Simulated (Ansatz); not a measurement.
A series in volume scale on Ga

Results calculated with Ansatz 0.2.0, not measured. Periodic Kohn-Sham DFT of a crystal at fixed atoms, scaled to volume_scale times the given cell; pressure positive in compression, energy less spherical unpolarised free atoms, largest_vzz the field gradient of largest size among the nuclei.

The cell before it is scaled or strained (space group Pm-3m, No. 221):
```
cell vectors (Å)
   2.7173     0.0000     0.0000
   0.0000     2.7173     0.0000
   0.0000     0.0000     2.7173
atoms (fractions of the cell vectors)
Ga  0.00000  0.00000  0.00000
```

Settings of every row: method all-electron LAPW; functional PBE; relativity scalar; k mesh 16x16x16; filling fermi-dirac; smearing width 0.08 eV; basis error target 0.5 meV/atom; nucleus gaussian.

Atom start moment: 0 on all atoms.

Limits: the cell comes from a prototype or a list of computed structures and needn't be the stable phase.

| row | volume scale | V (Å³/atom) | pressure (GPa) | energy less free atoms (eV/atom) |
| --- | --- | --- | --- | --- |
| 1 | 0.96 | 19.261 | 2.199 | -2.8179 |
| 2 | 0.98 | 19.663 | 1.04 | -2.8219 |
| 3 | 1 | 20.064 | 0.027 | -2.8232 |
| 4 | 1.02 | 20.465 | ? | ? |
| 5 | 1.04 | 20.866 | -1.594 | -2.8191 |

Question: what pressure and energy less free atoms should row 4 give?

Worked fit of pressure. Take u = (V_r/V)^(2/3) − 1 with V_r = 19.864 Å³ an atom, which is twice the finite (Eulerian) strain; such expansions in the strain, on which the Birch-Murnaghan equation of state is built, carry the rest volume and the bulk modulus. The shown rows have u = 0.02076, 0.0068, -0.00666, -0.03228. Least squares give pressure = 0.5145 + 74.971 × u + 298.76 × u² GPa; a straight line predicts inner rows, each left out in turn, worse (root mean square 0.13 against 0.0038 GPa). The rows lie off it by -0.001, 0.002, -0.001, 0.000. The pressure vanishes at u = -0.0071, or V = 20.08 Å³ an atom, and there the bulk modulus at fixed shape and fractions is B = −V dP/dV = (2/3)(1 + u) dP/du = 46.8 GPa. The withheld row has u = -0.01968, so the fit gives 0.5145 + 74.971 × (-0.01968) + 298.76 × (-0.01968)² = -0.845 GPa.

The calculation gave -0.845 GPa. The fit meets it to the printed digit.

Worked fit of energy less free atoms. Take u = (V_r/V)^(2/3) − 1 with V_r = 19.864 Å³ an atom, which is twice the finite (Eulerian) strain; such expansions in the strain, on which the Birch-Murnaghan equation of state is built, carry the rest volume and the bulk modulus. The shown rows have u = 0.02076, 0.0068, -0.00666, -0.03228. Least squares give energy less free atoms = −2.82286 + 0.0994 × u + 6.689 × u² eV/atom; a straight line predicts inner rows, each left out in turn, worse (root mean square 0.0029 against 5.8e-05 eV/atom). All shown rows lie on it to the printed digit. Its lowest point lies at u = -0.0074, or V = 20.09 Å³ an atom, and the curvature there gives the bulk modulus at fixed shape and fractions, B = (4/9)(1 + u)² E″(u)/V = 46.7 GPa. The withheld row has u = -0.01968, so the fit gives −2.82286 + 0.0994 × (-0.01968) + 6.689 × (-0.01968)² = -2.8222 eV/atom.

The calculation gave -2.8222 eV/atom. The fit meets it to the printed digit.
